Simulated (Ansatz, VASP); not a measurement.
**Two plane-wave programs on Li**

```
CELL_PARAMETERS angstrom
2.99409 0.00000 0.00000
0.00000 2.99409 0.00000
0.00000 0.00000 2.71176
ATOMIC_POSITIONS crystal
Li 0.50000 0.50000 0.50000
```

Alike in both runs: task relaxation of cell and atoms; functional PBE; k mesh 6 × 6 × 6; occupations gaussian, width 0.1 eV; no spin polarisation.

|  | VASP | Ansatz |
| --- | --- | --- |
| version | VASP 6.6.1 | Ansatz 0.2.0 |
| potentials or method | VASP PAW PBE potentials, release 64 (Li_sv) | scalar-relativistic, plane waves, PAW |
| plane-wave cutoff (eV) | 600 | 420 |
| valence electrons in the cell | 3 | 3 |

VASP gave:

```
gap on the k mesh at the Fermi level, each at its own relaxed structure (eV) : none
relaxed volume (Å³/atom)                                                     : 19.92
relaxed cell length with the largest relative difference (Å)                 : 2.707
energy change over the relaxation (meV/atom)                                 : -54
```

Problem. What did Ansatz give for the same quantities?

Solution. gap on the k mesh at the Fermi level, each at its own relaxed structure (eV): none; relaxed volume (Å³/atom): 20.37; relaxed cell length with the largest relative difference (Å): 2.731; energy change over the relaxation (meV/atom): -50.

A gap of «none» marks a metal or a gap that the smearing closes.

Caveats: the k mesh is coarse (spacing up to 0.39 Å⁻¹), so the values aren't converged; the cutoff is under 1.25 times the usual one of these potentials, so pressure, stress and relaxed cells hold a basis-set (Pulay) error (VASP); the volume moved by over 15 % at a fixed basis, so the end points are rough (VASP).
